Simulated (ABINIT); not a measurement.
The system is GaN.

```
Ga N
1.0
     0.00000    2.25350    2.25350
     2.25350    0.00000    2.25350
     2.25350    2.25350    0.00000
Ga N
1 1
Cartesian
  0.0000 0.0000 0.0000
  1.1268 1.1268 1.1268
```

The cell is a database's computed one.

Program: ABINIT 10.8.3 (patched build). Alike in all runs: task single point; potentials or basis JTH PAW PBE v2.0; no spin polarisation; cell as given; k mesh 10 × 10 × 10; cutoff (eV) 844; smearing fermi-dirac 0.05 eV.

Order these runs on this cell by their pressure, lowest first.
A. level r2SCAN
B. level LDA
C. level BLYP
D. level revPBE
E. level WC

B (-5.8 GPa), E (-0.4 GPa), A (2.3 GPa), D (8.7 GPa), C (10.8 GPa).

Caveats: the PAW data sets were made with another functional, which shifts forces and pressure a little.

Runs at the PBE level aren't shown here.
